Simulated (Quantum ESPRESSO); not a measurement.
The system is CaSe.

```
Se Ca
1.0
     0.00000    2.95600    2.95600
     2.95600    0.00000    2.95600
     2.95600    2.95600    0.00000
Se Ca
1 1
Cartesian
  2.9560 2.9560 2.9560
  0.0000 0.0000 0.0000
```

Base run:

```yaml
Program: Quantum ESPRESSO 7.5
Functional: WC
Potentials_or_basis: PseudoDojo 0.4.1 SR PBE standard
Cutoff: 1170 eV
Density_cutoff: 4680 eV
k_mesh: 6 × 6 × 6, shifted
Occupations: fermi-dirac, width 0.05 eV
Spin: no spin polarisation
```

Its results: pressure -1.2 GPa; electronic dielectric tensor (diagonal) 5.72.

Problem. The run is repeated on the same cell with these changes: functional from WC to LDA; potentials or basis from PseudoDojo 0.4.1 SR PBE standard to PseudoDojo 0.4.1 SR LDA standard. What comes out?

Solution. Pressure -3.2 GPa; electronic dielectric tensor (diagonal) 5.83.

Caveats: the potentials were made for another functional, which shifts forces and pressure (some runs); the cell is more than 3 GPa from zero pressure, which shifts response properties (some runs).
